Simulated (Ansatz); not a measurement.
**Cu: eigenvalues along the path**

```
Cu
1.0
     0.00000    1.80750    1.80750
     1.80750    0.00000    1.80750
     1.80750    1.80750    0.00000
Cu
1
Direct
  0.00000 0.00000 0.00000
```

The cell is COD entry 5000216, as deposited and not checked against the literature; nothing was relaxed.

The calculation used DFT, PBE, all-electron LAPW, scalar-relativistic in Ansatz 0.2.0.

Numerical set-up: a Γ-centred 19×19×19 k mesh, Fermi–Dirac smearing of 0.08 eV, basis error target 0.25 meV/atom, no spin polarisation.

Path points, in fractions of the reciprocal vectors: Γ (0.000, 0.000, 0.000), X (0.500, 0.000, 0.500), U (0.625, 0.250, 0.625), K (0.375, 0.375, 0.750), L (0.500, 0.500, 0.500), W (0.500, 0.250, 0.750). Levels in eV from the Fermi level; bands 5 to 12, counted from the lowest band of the run. The gap is zero.

```
# k(1/Å) point b5 b6 b7 b8 b9 b10 b11 b12
0.000 Γ -9.45 -3.05 -3.05 -3.05 -2.22 -2.22 22.55 25.17
0.124 - -9.39 -3.07 -3.04 -3.04 -2.24 -2.21 22.32 24.45
0.248 - -9.21 -3.13 -2.99 -2.99 -2.29 -2.19 21.78 23.18
0.372 - -8.90 -3.21 -2.92 -2.92 -2.36 -2.16 21.13 21.84
0.497 - -8.48 -3.33 -2.82 -2.82 -2.46 -2.12 20.48 20.54
0.621 - -7.96 -3.47 -2.70 -2.70 -2.57 -2.07 19.28 19.28
0.745 - -7.35 -3.62 -2.66 -2.55 -2.55 -2.01 18.11 18.11
0.869 - -6.69 -3.78 -2.69 -2.39 -2.39 -1.95 17.02 17.02
0.993 - -6.04 -3.93 -2.61 -2.21 -2.21 -1.88 16.02 16.02
1.117 - -5.50 -4.08 -2.30 -2.04 -2.04 -1.82 14.25 15.15
1.241 - -5.16 -4.21 -1.87 -1.87 -1.77 -1.70 12.28 14.40
1.366 - -5.00 -4.32 -1.73 -1.72 -1.72 -0.84 10.45 13.80
1.490 - -4.95 -4.40 -1.69 -1.60 -1.60 0.14 8.81 13.35
1.614 - -4.93 -4.45 -1.67 -1.53 -1.53 1.01 7.56 13.08
1.738 X -4.93 -4.46 -1.66 -1.50 -1.50 1.40 7.05 12.99
1.782 - -4.93 -4.46 -1.67 -1.51 -1.50 1.42 7.06 12.89
1.826 - -4.92 -4.46 -1.67 -1.56 -1.50 1.49 7.06 12.60
1.870 - -4.90 -4.44 -1.69 -1.62 -1.51 1.59 7.08 12.18
1.914 - -4.87 -4.43 -1.71 -1.70 -1.52 1.73 7.10 11.67
1.958 - -4.84 -4.41 -1.80 -1.73 -1.53 1.90 7.12 11.12
2.001 - -4.80 -4.39 -1.91 -1.76 -1.54 2.09 7.15 10.53
2.045 - -4.76 -4.36 -2.02 -1.79 -1.55 2.31 7.19 9.93
2.089 - -4.71 -4.33 -2.14 -1.83 -1.57 2.55 7.23 9.32
2.133 - -4.66 -4.30 -2.26 -1.86 -1.58 2.80 7.28 8.71
2.177 - -4.60 -4.26 -2.37 -1.91 -1.60 3.07 7.30 8.14
2.221 - -4.54 -4.23 -2.48 -1.95 -1.62 3.35 7.21 7.69
2.265 - -4.48 -4.19 -2.59 -1.99 -1.65 3.64 6.78 7.61
2.309 - -4.41 -4.15 -2.70 -2.04 -1.67 3.94 6.22 7.67
2.353 U -4.35 -4.11 -2.80 -2.09 -1.70 4.26 5.66 7.76
2.429 - -4.31 -4.09 -2.86 -2.12 -1.70 4.39 5.41 7.87
2.505 - -4.26 -4.05 -2.96 -2.16 -1.69 4.45 5.24 8.10
2.581 - -4.20 -4.01 -3.07 -2.20 -1.68 4.44 5.15 8.43
2.657 - -4.14 -3.96 -3.19 -2.24 -1.66 4.39 5.11 8.87
2.733 - -4.09 -3.90 -3.31 -2.27 -1.64 4.33 5.10 9.40
2.809 - -4.06 -3.84 -3.41 -2.29 -1.63 4.28 5.10 9.99
2.885 - -4.05 -3.81 -3.46 -2.30 -1.63 4.27 5.10 10.56
2.961 - -4.06 -3.84 -3.41 -2.29 -1.63 4.28 5.10 9.99
3.037 - -4.09 -3.90 -3.31 -2.27 -1.64 4.33 5.10 9.40
3.113 - -4.14 -3.96 -3.19 -2.24 -1.66 4.39 5.11 8.87
3.189 - -4.20 -4.01 -3.07 -2.20 -1.68 4.44 5.15 8.43
3.265 - -4.26 -4.05 -2.96 -2.16 -1.69 4.45 5.24 8.10
3.341 - -4.31 -4.09 -2.86 -2.12 -1.70 4.39 5.41 7.87
3.417 K -4.35 -4.11 -2.80 -2.09 -1.70 4.26 5.66 7.76
3.549 - -4.16 -4.00 -3.07 -2.22 -1.79 4.03 5.26 8.14
3.680 - -4.08 -3.86 -3.28 -2.35 -1.89 2.54 6.35 8.66
3.812 - -4.17 -3.67 -3.43 -2.45 -2.01 1.25 7.52 9.33
3.944 - -4.47 -3.53 -3.48 -2.52 -2.13 0.21 8.77 10.17
4.075 - -4.97 -3.58 -3.30 -2.56 -2.27 -0.57 10.09 11.18
4.207 - -5.63 -3.57 -3.14 -2.57 -2.40 -1.12 11.49 12.36
4.339 - -6.37 -3.53 -3.02 -2.55 -2.53 -1.51 12.96 13.70
4.470 - -7.11 -3.46 -2.93 -2.65 -2.51 -1.80 14.51 15.19
4.602 - -7.78 -3.38 -2.88 -2.76 -2.45 -2.00 16.12 16.82
4.734 - -8.36 -3.28 -2.89 -2.86 -2.39 -2.12 17.78 18.56
4.865 - -8.83 -3.19 -2.94 -2.93 -2.32 -2.19 19.47 20.39
4.997 - -9.18 -3.12 -3.00 -2.99 -2.27 -2.21 21.08 22.28
5.129 - -9.38 -3.07 -3.04 -3.04 -2.23 -2.22 22.23 24.10
5.260 Γ -9.45 -3.05 -3.05 -3.05 -2.22 -2.22 22.55 25.17
5.368 - -9.41 -3.06 -3.04 -3.04 -2.22 -2.22 22.33 24.34
5.476 - -9.27 -3.09 -3.02 -3.02 -2.23 -2.23 21.32 23.53
5.583 - -9.04 -3.14 -2.98 -2.98 -2.25 -2.25 19.65 23.25
5.691 - -8.72 -3.19 -2.94 -2.94 -2.25 -2.25 17.81 23.09
5.798 - -8.32 -3.25 -2.90 -2.90 -2.24 -2.24 15.96 22.91
5.906 - -7.85 -3.30 -2.89 -2.89 -2.20 -2.20 14.14 22.69
6.013 - -7.33 -3.31 -2.90 -2.90 -2.14 -2.14 12.37 22.42
6.121 - -6.78 -3.28 -2.92 -2.92 -2.05 -2.05 10.67 22.13
6.228 - -6.24 -3.15 -2.96 -2.96 -1.95 -1.95 9.06 21.84
6.336 - -5.78 -3.00 -3.00 -2.87 -1.85 -1.85 7.54 21.57
6.443 - -5.46 -3.03 -3.03 -2.43 -1.77 -1.77 6.15 21.35
6.551 - -5.26 -3.06 -3.06 -1.86 -1.70 -1.70 4.94 21.18
6.658 - -5.17 -3.08 -3.08 -1.66 -1.66 -1.33 4.05 21.07
6.766 L -5.14 -3.09 -3.09 -1.65 -1.65 -1.10 3.70 21.04
6.853 - -5.12 -3.10 -3.08 -1.82 -1.65 -0.89 3.71 20.74
6.941 - -5.06 -3.14 -3.04 -2.11 -1.65 -0.51 3.73 19.85
7.029 - -4.97 -3.20 -2.99 -2.38 -1.66 -0.07 3.77 18.72
7.117 - -4.85 -3.28 -2.92 -2.62 -1.67 0.41 3.84 17.54
7.205 - -4.70 -3.40 -2.83 -2.82 -1.68 0.93 3.92 16.37
7.292 - -4.54 -3.52 -2.99 -2.72 -1.69 1.47 4.04 15.22
7.380 - -4.37 -3.66 -3.13 -2.60 -1.70 2.04 4.19 14.11
7.468 - -4.19 -3.79 -3.24 -2.49 -1.70 2.65 4.39 13.04
7.556 - -4.03 -3.91 -3.34 -2.39 -1.69 3.28 4.63 12.01
7.644 - -4.00 -3.88 -3.42 -2.32 -1.65 3.93 4.93 11.03
7.731 - -4.08 -3.75 -3.49 -2.28 -1.60 4.60 5.27 10.10
7.819 - -4.14 -3.65 -3.53 -2.27 -1.55 5.27 5.65 9.26
7.907 - -4.17 -3.59 -3.56 -2.26 -1.51 5.85 5.98 8.56
7.995 W -4.19 -3.57 -3.57 -2.26 -1.50 6.13 6.13 8.25
8.057 - -4.20 -3.70 -3.44 -2.25 -1.50 5.63 6.64 8.16
8.119 - -4.23 -3.81 -3.29 -2.22 -1.50 5.15 7.16 7.99
8.181 - -4.29 -3.92 -3.14 -2.17 -1.50 4.69 7.70 7.83
8.243 - -4.36 -4.02 -2.97 -2.11 -1.50 4.24 7.68 8.25
8.305 - -4.44 -4.10 -2.80 -2.05 -1.50 3.81 7.55 8.80
8.367 - -4.53 -4.18 -2.62 -1.98 -1.50 3.40 7.44 9.37
8.429 - -4.61 -4.25 -2.44 -1.91 -1.50 3.02 7.34 9.94
8.491 - -4.69 -4.31 -2.26 -1.85 -1.50 2.65 7.26 10.51
8.553 - -4.76 -4.35 -2.08 -1.80 -1.50 2.32 7.20 11.08
8.615 - -4.82 -4.39 -1.90 -1.75 -1.50 2.02 7.14 11.62
8.678 - -4.87 -4.42 -1.74 -1.71 -1.50 1.77 7.10 12.13
8.740 - -4.90 -4.45 -1.69 -1.62 -1.50 1.57 7.08 12.57
8.802 - -4.93 -4.46 -1.67 -1.53 -1.50 1.44 7.06 12.88
8.864 X -4.93 -4.46 -1.66 -1.50 -1.50 1.40 7.05 12.99
```
